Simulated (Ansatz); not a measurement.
The parent structure is InCuS2 in the chalcopyrite structure (space group I-42d, No. 122; a = 5.577 Å, c = 11.234 Å). Axes: x, y, z lie along a, b, c of the conventional cell.

Level of theory: PBE/PAW in Ansatz (a first-principles code), no spin-orbit coupling.

Strains are applied to the cell and any free atomic positions relax; under biaxial strain the out-of-plane vector relaxes too; under stress the whole cell relaxes.

One change was made to it. Results:

The energy grows by 1.5 meV/atom; the shortest interatomic distance grows by 0.4 pm (232.8 pm → 233.2 pm); the band gap is still zero.

Question: Which change produced these results?
(A) tensor shear ε_xy = −3.60 %
(B) biaxial strain −3.59 %, plane normal [001], relaxed out of plane
(C) uniaxial stress, 1 GPa tension along x
(D) uniaxial strain ε_zz = −0.41 %

Answer: C, uniaxial stress, 1 GPa tension along x. For comparison, the energy relative to the base in the other runs: uniaxial strain ε_zz = −0.41 % gives +0.1 meV/atom; biaxial strain −3.59 %, plane normal [001], relaxed out of plane gives +13 meV/atom; tensor shear ε_xy = −3.60 % gives +13 meV/atom.

The mesh was chosen for an insulator and is coarse for the gapless case. Beyond what the load breaks, stability against distortions was not tested. The final runs are not spin-polarised. Gaps under 0.05 eV, about the width of the smearing, are given as zero. The zero or small gap of InCuS2 can change with the level of theory.
